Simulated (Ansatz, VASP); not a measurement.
## Ir: VASP beside Ansatz

```
Ir
1.0
     0.00000    1.91560    1.91560
     1.91560    0.00000    1.91560
     1.91560    1.91560    0.00000
Ir
1
Direct
  0.00000 0.00000 0.00000
```

Alike in both runs: task relaxation of cell and atoms; functional PBEsol; k mesh 22 × 22 × 22; occupations methfessel-paxton of order 1, width 0.1 eV; no spin polarisation.

|  | VASP | Ansatz |
| --- | --- | --- |
| version | VASP 6.6.1 | Ansatz 0.2.0 |
| potentials or method | VASP PAW PBE potentials, release 64 (Ir) | scalar-relativistic, plane waves, PAW |
| plane-wave cutoff (eV) | 600 | 420 |
| valence electrons in the cell | 9 | 17 |

```tsv
	VASP	Ansatz	Ansatz less VASP
gap on the k mesh at the Fermi level, each at its own relaxed structure (eV)	none	none	-
relaxed volume (Å³/atom)	14.08	14.05	-0.034
relaxed cell length with the largest relative difference (Å)	2.711	2.708	-0.0022
```

A gap of «none» marks a metal or a gap that the smearing closes. The two sets of potentials don't hold the same shells in valence.

Caveats: the PAW data sets were made with another functional, which shifts forces and pressure a little (VASP). Spin-orbit coupling is left out, which matters for the levels of Ir.
